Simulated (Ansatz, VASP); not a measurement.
# One calculation of Y, two programs

File POSCAR:

```
Y
1.0
   -2.0978409962      2.0978409962      2.0978409962
    2.0978409962     -2.0978409962      2.0978409962
    2.0978409962      2.0978409962     -2.0978409962
Y
1
Direct
    0.0000000000      0.0000000000      0.0000000000
```

File INCAR.step1:

```
PREC     = Accurate       # precision mode
ENCUT    = 520            # plane-wave cutoff, eV
ISMEAR   = 0              # smearing method
SIGMA    = 0.1            # smearing width, eV
LREAL    = F              # projectors in reciprocal space
LASPH    = T              # aspherical terms in the spheres
NELM     = 100            # most SCF steps
NBANDS   = 12             # bands
GGA      = PE             # functional
ALGO     = Normal         # electronic algorithm
EDIFF    = 1E-4           # SCF threshold, eV
LWAVE    = T              # write WAVECAR
LCHARG   = F              # write CHGCAR
```

File INCAR.step2:

```
PREC     = Accurate       # precision mode
ENCUT    = 520            # plane-wave cutoff, eV
EDIFF    = 1E-6           # SCF threshold, eV
ISMEAR   = 0              # smearing method
SIGMA    = 0.1            # smearing width, eV
LREAL    = F              # projectors in reciprocal space
LASPH    = T              # aspherical terms in the spheres
NELM     = 100            # most SCF steps
ALGO     = Normal         # electronic algorithm
ISIF     = 2              # what is computed and relaxed
LWAVE    = F              # write WAVECAR
LCHARG   = T              # write CHGCAR
METAGGA  = R2SCAN         # meta-GGA
LMIXTAU  = T            
LELF     = T              # ELF
LVHAR    = T            
NBANDS   = 12             # bands
ISTART   = 1
```

The input KPOINTS:

```
Automatic mesh
0
Gamma
  6 6 6
```

Input for Ansatz:

```yaml
crystal:
  lattice:
    - [-2.0978409962, 2.0978409962, 2.0978409962]
    - [2.0978409962, -2.0978409962, 2.0978409962]
    - [2.0978409962, 2.0978409962, -2.0978409962]
  atoms:
    - { symbol: "Y", position: [0.0, 0.0, 0.0] }
basis:
  ecutwfc: 500
kpoints:
  mp_grid: { grid: [6, 6, 6] }
hamiltonian:
  xc: r2scan
scf:
  occupations: { method: gaussian, width: 0.1 }
  lower_state_search: "off"
output:
  forces: true
  stress: true
  eigenvalues: true
```

Alike in both runs: task single point; functional r2SCAN; k mesh 6 × 6 × 6; occupations gaussian, width 0.1 eV; no spin polarisation.

|  | VASP | Ansatz |
| --- | --- | --- |
| version | VASP 6.6.1 | Ansatz 0.2.0 |
| potentials or method | VASP PAW PBE potentials, release 64 (Y_sv) | scalar-relativistic, plane waves, PAW |
| plane-wave cutoff (eV) | 520 | 500 |
| valence electrons in the cell | 11 | 11 |

|  | VASP | Ansatz | Ansatz less VASP |
| --- | --- | --- | --- |
| gap on the k mesh at the Fermi level (eV) | none | none | - |
| pressure (GPa) | -2.8 | -2.9 | -0.08 |

A gap of «none» marks a metal or a gap that the smearing closes.

Caveats: the PAW data sets were made with another functional, which shifts forces and pressure a little (VASP).
